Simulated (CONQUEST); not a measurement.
# ZnS (Wurtzite-2H) (P6_3mc) in CONQUEST: settings compared, part 2 of 2

CONQUEST 1.3. Earlier steps stand in the parts before.

### 5 Density of states, LDA-VWN

The input, Conquest_input:

```
IO.Title ZnS
IO.Coordinates coords.dat
IO.FractionalAtomicCoords T
IO.Iprint 2
IO.Iprint_init 1
General.NumberOfSpecies 2
General.PseudopotentialType hamann
General.FunctionalType -1007
General.DifferentFunctional T
AtomMove.TypeOfRun static
AtomMove.FullStress T
Grid.GridCutoff 120
DM.SolutionMethod diagon
Diag.MPMesh T
Diag.GammaCentred T
Diag.MPMeshX 6
Diag.MPMeshY 4
Diag.MPMeshZ 4
Diag.kT 0.00183747
minE.SCTolerance 1e-6
Diag.SmearingType 1
Diag.MPOrder 2
SC.MaxIters 100
IO.AtomChargeOutput T
IO.writeDOS T
IO.write_proj_DOS T
IO.DumpChargeDensity T
IO.DumpESPot T
%block ChemicalSpeciesLabel
1 65.390 Zn
2 32.070 S
%endblock
```

The input, coords.dat:

```
    7.2017462609     0.0000000000     0.0000000000
    0.0000000000    11.7805526609     0.0000000000
    0.0000000000     0.0000000000    12.4737904279
8
  0.0000000000   0.5000000000   0.3333333330 1 T T T
  0.5000000000   0.5000000000   0.8333333330 1 T T T
  0.0000000000   0.0000000000   0.6666666670 1 T T T
  0.5000000000   0.0000000000   0.1666666670 1 T T T
  0.0000000000   0.8850000000   0.3333333330 2 T T T
  0.5000000000   0.8850000000   0.8333333330 2 T T T
  0.0000000000   0.3850000000   0.6666666670 2 T T T
  0.5000000000   0.3850000000   0.1666666670 2 T T T
```

The input, Conquest_input (lines added for PostProcessCQ):

```
Process.Job pdos
Process.min_DOS_E -0.8001
Process.max_DOS_E 0.1999
Process.sigma_DOS 0.003
Process.n_DOS 501
Process.pDOS_l_resolved T
```

Potentials or basis: PseudoDojo NC LDA, DZP, grid cutoff 120 Ha.

Launch:

```
$ Conquest
$ PostProcessCQ   # after the lines are added to Conquest_input
```

The log of the run:

```text
Simulation cell dimensions:     7.2017 a0 x    11.7806 a0 x    12.4738 a0

      Atomic coordinates (a0)
         Atom         X         Y         Z  Species
            1    0.0000    5.8903    4.1579        1
            2    3.6009    5.8903   10.3948        1
            3    0.0000    0.0000    8.3159        1
            4    3.6009    0.0000    2.0790        1
            5    0.0000   10.4258    4.1579        2
            6    3.6009   10.4258   10.3948        2
            7    0.0000    4.5355    8.3159        2
            8    3.6009    4.5355    2.0790        2

         Monkhorst-Pack mesh:   6 x   4 x   4 gamma-centred
        This calculation includes non-local pseudopotentials,
         with a maximum core radius of      6.17873674

    Job title: ZnS
    Job to be run: static calculation

    Ground state search:
      Support functions represented with PAO basis
      1:1 PAO to SF mapping
      Non-spin-polarised electrons
      Solving for the K matrix using diagonalisation
      Using order  2 Methfessel-Paxton smearing

    Integration grid size:     36 x   60 x   64

    Integration grid spacing:  0.200 a0 x 0.196 a0 x 0.195 a0

    Number of species:  2
    --------------------------------------------------------
    |   #  mass (au)  Charge (e)  SF Rad (a0)  NSF  Label  |
[... 34 lines left out ...]
          Harris-Foulkes Energy            :      -880.098403552059040 Ha
          GroundState Energy (kT --> 0)    :      -880.098401746358149 Ha
          Free Energy (E-TS)               :      -880.098401144457966 Ha
          DFT Total Energy                 :      -880.092215469457642 Ha
          Total number of electrons        :       104.000038520599887
    PulayMixSC: Pulay iteration     2 residual:              0.61825E-03
          Harris-Foulkes Energy            :      -880.095468411788943 Ha
          GroundState Energy (kT --> 0)    :      -880.095466005375556 Ha
          Free Energy (E-TS)               :      -880.095465203237723 Ha
          DFT Total Energy                 :      -880.095075166967263 Ha
          Total number of electrons        :       104.000056116199872
[... 4 lines left out ...]
          DFT Total Energy                 :      -880.095089498277048 Ha
          Total number of electrons        :       104.000080353810020
    PulayMixSC: Pulay iteration     4 residual:              0.59236E-05
          Harris-Foulkes Energy            :      -880.095089730911468 Ha
          GroundState Energy (kT --> 0)    :      -880.095087735623451 Ha
          Free Energy (E-TS)               :      -880.095087070527484 Ha
          DFT Total Energy                 :      -880.095089622864293 Ha
          Total number of electrons        :       104.000080076575543
    PulayMixSC: Pulay iteration     5 residual:              0.28197E-05
          Harris-Foulkes Energy            :      -880.095089421224543 Ha
          GroundState Energy (kT --> 0)    :      -880.095087398920555 Ha
          Free Energy (E-TS)               :      -880.095086724819339 Ha
          DFT Total Energy                 :      -880.095089421025818 Ha
          Total number of electrons        :       104.000079893445630
    PulayMixSC: Pulay iteration     6 residual:              0.14979E-06
    PulayMixSC: Reached SCF tolerance of  0.14979E-06 after      6 iterations
      | Number of electrons      =       104.000080
      |* band energy as 2Tr[K.H] =      -142.965989239570547 Ha
      |  screened ion-ion energy =      -753.692491230168798 Ha
      |  Ha correction           =         5.232654327123879 Ha
      |  XC correction           =        11.330735515373693 Ha
      | GS Energy with kT -> 0   =      -880.095087398920555 Ha
      | Free Energy as E-TS      =      -880.095086724819339 Ha
      |* Harris-Foulkes energy   =      -880.095089421224543 Ha
      |* DFT total energy        =      -880.095089421025818 Ha
      |  estimated accuracy      =        -0.000000000198725 Ha
    get_E_and_F: Change in energy during last step of electronic optimisation:  0.30969E-06

    BIBLIOGRAPHY: Please consider citing the following references in the conquest.bib file

    CONQUEST:         Bowler2002pt, Miyazaki2004, Nakata2020
    Basis:            Bowler2019
    DM:               Bowler:2006xr
    Pseudopotentials: Hamann2013, Bowler2019
    XC references from LibXC:
      P. A. M. Dirac.,  Math. Proc. Cambridge Philos. Soc. 26, 376 (1930)

    Warnings written to file Conquest_warnings; please check
```

Run time: 37 s. Hardware: 1 thread of Intel Xeon Platinum 8488C (Sapphire Rapids), shared host; peak memory 0.62 GiB.

Results:

```
Free energy            : -23948.6073 eV
Band gap on the k mesh : 2.24 eV
Mulliken charges       : Zn +0.17; S -0.17 e
```

States per cell in windows of 0.5 eV (zero at the valence-band top; states under -8 eV left out):
```csv
from (eV),total,Zn_d,S_p,Zn_p,S_d,Zn_s,S_s
-8.0,0.00,0.00,0.00,0.00,0.00,0.00,0.00
-7.5,0.07,0.06,0.01,0.00,0.00,0.00,0.00
-7.0,22.09,20.27,1.42,0.10,0.08,0.21,0.01
-6.5,17.30,16.68,0.22,0.06,0.10,0.09,0.14
-6.0,0.54,0.50,0.01,0.01,0.00,0.00,0.02
-5.5,0.89,0.10,0.47,0.06,0.02,0.24,0.00
-5.0,2.83,0.34,1.46,0.14,0.06,0.80,0.04
-4.5,1.93,0.29,0.96,0.13,0.03,0.46,0.07
-4.0,0.92,0.13,0.48,0.11,0.01,0.16,0.04
-3.5,1.75,0.17,1.02,0.33,0.02,0.17,0.04
-3.0,2.38,0.19,1.49,0.51,0.04,0.12,0.03
-2.5,2.58,0.19,1.72,0.54,0.04,0.08,0.02
-2.0,3.51,0.28,2.48,0.60,0.05,0.08,0.02
-1.5,4.19,0.34,3.15,0.61,0.04,0.04,0.01
-1.0,2.23,0.20,1.77,0.23,0.02,0.01,0.00
-0.5,0.76,0.07,0.64,0.05,0.00,0.00,0.00
0.0,0.03,0.00,0.02,0.00,0.00,0.00,0.00
0.5,0.00,0.00,0.00,0.00,0.00,0.00,0.00
1.0,0.00,0.00,0.00,0.00,0.00,0.00,0.00
1.5,0.00,0.00,0.00,0.00,0.00,0.00,0.00
2.0,0.02,0.00,0.00,0.00,0.00,0.02,0.00
2.5,0.04,0.00,0.00,0.01,0.01,0.03,0.00
3.0,0.33,0.01,0.04,0.06,0.05,0.17,0.00
3.5,2.01,0.06,0.29,0.50,0.40,0.76,0.00
4.0,3.22,0.11,0.56,0.72,0.65,1.18,0.01
4.5,1.59,0.07,0.36,0.29,0.37,0.52,0.01
5.0,1.60,0.11,0.31,0.41,0.43,0.33,0.01
5.5,3.38,0.21,0.44,1.43,0.98,0.35,0.03
6.0,2.52,0.16,0.36,1.06,0.71,0.26,0.02
6.5,1.40,0.06,0.12,0.69,0.48,0.05,0.01
7.0,3.25,0.18,0.33,1.52,1.12,0.13,0.02
7.5,2.32,0.13,0.25,1.07,0.78,0.10,0.02
```

Caveat: Mulliken charges move with the basis; the basis of atomic orbitals isn't converged, which shifts pressures, moduli and gaps.

### 6 Against experiment

Step 5. Measured gap of ZnS: 3.911 eV (direct; 4 K; a printed reference work, monograph). This calculation gives 2.24 eV (-1.67 eV). The value is that of LDA-VWN in an atomic basis (PseudoDojo NC LDA, DZP, grid cutoff 120 Ha), whose error adds to the functional's, on a finite k mesh, which can miss the band edges, without temperature or zero-point motion. Semilocal functionals fall short of measured gaps as a rule.
